## The empty row

Zinc-blende CdSe is a semiconductor in which each atom has four neighbours of the other kind. In the table the crystal is squeezed and stretched evenly in all directions. The shape was free to relax and stays zinc-blende to within about a tenth of a degree in the cell angles, so in effect only the bond length changes. The last row, at 32.69 Å³/atom, is stretched further than the others, and its results are open. What energy, pressure and band gap belong there, and does a gigapascal move the gap by the same amount at every volume?

Zinc-blende CdSe, computed with Ansatz 0.2.0 using PBE without dispersion correction, scalar-relativistic PAW, no spin polarization, a 420 eV plane-wave cutoff, a 12×12×12 k mesh and 0.02 eV Gaussian smearing. Shape and atoms are relaxed at each volume. Energies count from the minimum of a third-order Birch-Murnaghan fit; pressures come from the computed stress.

```csv
volume (Å³/atom),energy over minimum (meV/atom),pressure (GPa),band gap on mesh (eV)
26.15,76.80,7.760,0.754
27.04,40.70,5.300,0.687
27.93,17.10,3.230,0.621
28.82,4.10,1.490,0.557
29.72,0.00,0.030,0.494
30.61,3.40,-1.210,0.433
31.50,13.10,-2.260,0.374
32.69,?,?,?
```

The energy is counted per atom from the minimum of the fitted energy curve. A negative pressure means that the crystal is held stretched by an outward pull.

## What stretching does to the gap

The gap falls at every known step towards larger volume. The standard explanation starts from the two band edges. The lowest conduction state is s-like and antibonding between Cd and Se, so pushing the atoms together raises it strongly. The top of the valence band, mostly Se p, responds less, and the gap opens under compression and narrows under tension. On the energy scale of the runs both edges rise by about 2 eV between 29.72 and 26.15 Å³/atom, the conduction edge somewhat more than the valence edge, so the change of the gap is the small difference of two large shifts. The zero of that scale itself moves with volume, so the runs confirm the direction of the trend but not the absolute share of each edge.

## What stretching does to the stiffness

The hydrogen molecule shows the mechanical side in its simplest form. Push its two atoms together and the resistance climbs steeply; pull them apart and it grows more slowly, so the same extra pull buys more length. The analogy covers this softening only, because the band edges of CdSe are not the bonding and antibonding partners of a single bond.

The crystal behaves in the same way. Squeezed to 27.93 Å³/atom it stores 17.1 meV/atom, but stretched by nearly the same amount, to 31.50 Å³/atom, it stores only 13.1. The bulk modulus, which is the pressure needed per fractional change of volume, falls from about 74 GPa in the most compressed step to about 37 GPa in the most stretched known one.

## A rule for the gap

Equal steps in volume are not equal steps for the crystal, since each is a smaller fraction of a larger volume. One natural measure is therefore the fractional change, which adds up to a logarithm:

$$E_g(V)=E_r+a\,\ln\frac{V}{V_r}.$$

Here $E_g$ is the band gap on the mesh, $V$ the volume and $V_r$ = 29.72 Å³/atom a reference volume. $E_r$ is the gap at $V_r$, and $a$ is called the deformation potential. Theory does not demand that $a$ stay constant over such a range. The known steps show that it nearly does, with values between -2.00 and -2.07 eV, and the spread is not just rounding: the unrounded gaps and volumes give a smooth drift from -2.00 eV in the most compressed step to -2.06 eV just beyond the minimum.

A fit to the seven known rows gives $E_r$ = 0.494 eV and $a$ = -2.04 eV. One per cent more volume thus lowers the gap by about 20 meV.

For the open row, which was not part of the fit, the estimate runs as follows:

$$\ln\frac{32.69}{29.72}\approx 0.095,\qquad E_g\approx 0.494-2.04\times 0.095\approx 0.30\ \text{eV}.$$

A straight line in volume, fitted to the same rows, would give 0.285 eV. The open row can therefore tell the two rules apart.

## A rule for energy and pressure

The energy needs a curve that is steeper on the compressed side. The third-order Birch-Murnaghan form provides it through the strain $f=\tfrac12[(V_0/V)^{2/3}-1]$:

$$E=\tfrac92 V_0B_0f^2\left[1+(B_0'-4)f\right],\qquad P=-\frac{dE}{dV}.$$

$E$ is the energy over the minimum, $P$ the pressure, $V_0$ the equilibrium volume and $B_0$ the bulk modulus there. $B_0'$ tells how fast the bulk modulus rises with pressure. The seven known energies give $B_0$ ≈ 44.6 GPa and $B_0'$ ≈ 4.8. A parabola in volume with the same $V_0$ and $B_0$ ignores the softening and would put the open row at 41 meV/atom.

## The forecasts

- Energy: about 34 meV/atom, give or take 0.7 meV/atom.
- Pressure: more negative than in any known row, about -3.4 GPa, give or take 0.1 GPa.
- Gap: still open and lower than in any known row, about 0.30 eV, give or take 0.005 eV.
- Gap change per gigapascal: larger again in the last step.

The ranges are judgements that allow for rounding and for the reach beyond the known volumes. They are not statistical limits.

The withheld rows as computed:

```csv
volume (Å³/atom),energy over minimum (meV/atom),pressure (GPa),band gap on mesh (eV)
32.69,34.30,-3.400,0.299
```

## How the forecasts fared

All three values fall within their ranges. For the gap, the logarithmic rule meets the computed 0.299 eV to within 0.001 eV, while the straight line in volume comes out 0.014 eV too low. The deformation potential found on the compressed and moderately stretched crystal still holds at this larger volume.

The energy curve gives 34.1 meV/atom against the computed 34.3. A miss this small is comparable with the effect of rounding the volumes, so it needs no physical cause. The parabola is nearly 7 meV/atom too high, which shows how much the softening matters here. The fitted pressure is within 0.03 GPa of the computed one, and this is a test in its own right: the pressure column holds the mean of the stress computed in each run, not the slope of a fitted energy curve.

## Why a gigapascal counts for more in a stretched crystal

The two rules combine into one. If the gap changes by $a$ per unit of $\ln V$, and the pressure by $-B$, where $B$ is the bulk modulus at that volume, then

$$\frac{dE_g}{dP}=-\frac{a}{B}.$$

With $a$ nearly constant, the softening lattice alone makes the gap more sensitive to pressure. The change per gigapascal grows from 27 meV in the most compressed step to 56 meV in the last known one, and the new row raises it to 66 meV, as forecast. The electronic response to a given fractional change of volume has hardly altered; each gigapascal simply produces a larger change of volume. For a related crystal with the same kind of band edges, the same two quantities set the shift: a softer lattice gives more of it for equal $a$.

Two limits bear on using these numbers. Real bulk CdSe normally has the closely related wurtzite structure, also with four neighbours per atom, and turns to the rock-salt structure at roughly 2 to 3 GPa (a recalled value). The three smallest volumes therefore describe a fourfold-coordinated crystal held beyond the pressure at which it would transform. The PBE gaps are far too small, and spin-orbit coupling, which is expected to lower them further, is absent. Where the runs name them, both band edges lie at the zone centre, which is a sampled point. The trend is thus more useful than the absolute gaps, although its slope has not been tested here against a better level of theory. The fits and step-by-step slopes are printed below.

The analysis program printed:

```
fit of energy_over_minimum on 7 rows: coefficient of ((s/volume)**(2/3)-1)**2/4 37224 +/- 36, coefficient of ((s/volume)**(2/3)-1)**3/8 28531 +/- 880, s 29.73; rms 0.0175, worst 27.04 -0.0285, leave-one-out rms 0.0585
  rows outside the fit (model, value, miss): 32.69 34.13, 34.3, -0.165
fit of band_gap_on_mesh on 7 rows: constant 0.4935 +/- 0.00031, coefficient of lnv -2.043 +/- 0.0044; rms 0.000609, worst 26.15 0.00103, leave-one-out rms 0.00101
  rows outside the fit (model, value, miss): 32.69 0.2989, 0.299, -8.95e-05
fit of band_gap_on_mesh on 7 rows: constant 2.608 +/- 0.02, coefficient of volume -0.07106 +/- 0.00071; rms 0.00282, worst 31.5 -0.00413, leave-one-out rms 0.00458
  rows outside the fit (model, value, miss): 32.69 0.2853, 0.299, -0.0137
Steps from the row before and pressure from the energy fit:
    row  gap slope per ln V in eV  gap slope in meV per GPa  step bulk modulus in GPa  fitted pressure in GPa
  26.15                       n/a                       n/a                       n/a                   7.778
  27.04                    -2.002                     27.24                      73.5                   5.306
  27.93                    -2.038                     31.88                     63.92                   3.234
  28.82                     -2.04                     36.78                     55.47                   1.495
  29.72                    -2.049                     43.15                     47.48                 0.01689
  30.61                    -2.067                     49.19                     42.02                  -1.211
   31.5                    -2.059                     56.19                     36.64                  -2.245
  32.69                    -2.023                     65.79                     30.74                  -3.375
Bulk modulus from the known energies in GPa: 44.58
Pressure derivative of the bulk modulus from the known energies: 4.766
Parabola forecast of the withheld energy in meV per atom: 40.96
Largest energy effect of volume rounding in known rows in meV per atom: 0.2422
Half-width of the energy forecast in meV per atom: 0.7
Half-width of the pressure forecast in GPa: 0.1
Half-width of the gap forecast in eV: 0.005
Pressure forecast less computed value in GPa: 0.02458
Forecast gap slope of the last step in meV per GPa: 67.32
Energy at 27.93 over energy at 31.50 as a ratio: 1.305
Gap change for one percent more volume in meV: -20.43
Gap slope per GPa in last known step over first step as a ratio: 2.063
```
